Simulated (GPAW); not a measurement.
Runs of GPAW 26.7.0 on Ru. It takes space group P6_3/mmc (No. 194, hexagonal). Conventional cell: a = 2.706 Å, b = 2.706 Å, c = 4.282 Å, α = 90.00°, β = 90.00°, γ = 120.00°. Around Ru (site symmetry -6m2) lie 12 Ru at 2.65 to 2.71 Å. 

```csv
task,level,potentials or basis,spin,cell,k mesh,optimizer,fmax,max steps,target pressure,band path,gap on the mesh (eV),pressure (GPa),relaxed volume (Å³/atom)
relaxation of cell and atoms,RPBE+D3(BJ),"the program's PAW data sets (release 1.2.1) made for this functional, pw",off,relaxed,11 × 11 × 6,FIRE,0.02 eV/Å,60,-,-,none,0.0,(a)
relaxation of cell and atoms,revPBE+D4,"the program's PAW data sets (release 1.2.1) made for this functional, pw",off,relaxed to 5 GPa,8 × 8 × 5,FIRE,0.05 eV/Å,100,5 GPa,-,none,5.3,-
relaxation of cell and atoms,RPBE+D4,"the program's PAW data sets (release 1.2.1) made for this functional, pw",off,relaxed to -1 GPa,11 × 11 × 6,BFGS,0.01 eV/Å,60,-1 GPa,-,none,-1.0,-
band structure,LDA,"the program's PAW data sets (release 1.2.1) made for this functional, pw","SOC, no magnetisation",as given,8 × 8 × 5,-,-,-,-,"GMKGALHA,LM,KH",-,-14.3,-
relaxation of cell and atoms,BP86,"PAW data sets generated in the run's folder for this functional, pw",off,relaxed to -2 GPa,8 × 8 × 5,BFGS,0.05 eV/Å,60,-2 GPa,-,none,-1.9,-
relaxation of cell and atoms,revPBE+D3(BJ),"the program's PAW data sets (release 1.2.1) made for this functional, pw",off,relaxed to 1 GPa,11 × 11 × 6,FIRE,0.05 eV/Å,100,1 GPa,-,none,1.2,-
relaxation of cell and atoms,PBEsol+D3,"PAW data sets generated in the run's folder for this functional, pw",off,relaxed to 1 GPa,8 × 8 × 5,FIRE,0.02 eV/Å,40,1 GPa,-,none,1.1,-
relaxation of cell and atoms,LDA,"the program's PAW data sets (release 1.2.1) made for this functional, pw",off,relaxed,8 × 8 × 5,LBFGS,0.02 eV/Å,60,-,-,none,0.0,13.00
```

Alike in all rows: cutoff (eV) 600; smearing fermi-dirac 0.05 eV.

Problem. Fill in the values left out.

Solution. (a) 12.35.

Caveats: later steps reuse the first step's grids (some runs); pairwise dispersion overbinds metals, which lowers pressure and volume (some runs); spin-orbit coupling was added after a scalar SCF, so levels and gaps hold it while energy, forces, pressure and moments don't (some runs); this program's spin-orbit splittings come out too wide for heavy elements (some runs).

A k mesh can miss the band edges, and rows without SOC leave out spin-orbit coupling on Ru.

A gap of «none» marks a metal or a gap under the smearing width.

Runs at the PBE level aren't shown here.
